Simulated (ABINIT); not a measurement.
# TiTe2: single point with PBE

TiTe2:

```
Te Ti
1.0
     3.77700    0.00000    0.00000
    -1.88850    3.27098    0.00000
     0.00000    0.00000    6.49800
Te Ti
2 1
Direct
  0.33333 0.66667 0.73720
  0.66667 0.33333 0.26280
  0.00000 0.00000 0.00000
```

- Program: ABINIT 10.8.3 (patched build)
- Task: single point
- Functional: PBE
- Potentials or basis: JTH PAW PBE v2.0
- Cutoff: 354 eV
- k mesh: 6 × 6 × 3
- Occupations: fermi-dirac, width 0.05 eV
- Spin: no spin polarisation
- Fine-grid cutoff: 707.496 eV

* Pressure: 1.0 GPa
* Largest force: 0.029 eV/Å
* Band gap on the k mesh: none (metal or under the smearing width)
* Valence electrons inside the program's atomic spheres: Te 3.16; Ti 10.10

Forces on the atoms (eV/Å):
```
Te   0.000  0.000  0.029
Te   0.000  0.000 -0.029
Ti   0.000  0.000  0.000
```

Stress tensor (GPa, compression positive):
```
1.04 0.00 0.00
0.00 1.04 0.00
0.00 0.00 0.94
```

Levels at points of the mesh, in eV from the Fermi level:
```tsv
k point	band 9	band 10	band 11	band 12	band 13	band 14	band 15	band 16
(0.00, 0.00, 0.00)	-1.68	0.37	0.42	0.42	0.54	1.05	1.05	3.05
(0.50, 0.00, 0.00)	-2.74	-2.42	-1.75	-1.13	0.03	1.18	1.50	2.42
```

It took 17 s on 1 thread of Arm Neoverse V1 (shared host), peak memory 0.1 GiB.

Caveat: this functional lacks dispersion, which binds the layers, so the pressure and a relaxed spacing across them are unreliable. The run has no spin-orbit coupling, so splittings on Te are missing.
